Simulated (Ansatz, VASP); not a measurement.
# One calculation of KCl, two programs

```
K Cl
1.0
     3.98700    0.00000    0.00000
     0.00000    3.98700    0.00000
     0.00000    0.00000    3.98700
K Cl
1 1
Direct
  0.00000 0.00000 0.00000
  0.50000 0.50000 0.50000
```

Measurements of this composition are mostly on another form, of space group No. 225.

Alike in both runs: task single point; functional PBE; k mesh 8 × 8 × 8; occupations gaussian, width 0.05 eV; no spin polarisation.

```csv
,VASP,Ansatz
version,VASP 6.6.1,Ansatz 0.2.0
potentials or method,"VASP PAW PBE potentials, release 64 (K_sv, Cl)","scalar-relativistic, plane waves, PAW"
plane-wave cutoff (eV),520,420
valence electrons in the cell,16,16
```

|  | VASP | Ansatz | Ansatz less VASP |
| --- | --- | --- | --- |
| gap on the k mesh at the Fermi level (eV) | 4.37 | 4.37 | 0.000 |
| pressure (GPa) | -1.7 | -1.6 | +0.01 |

A k mesh can miss the band edges.
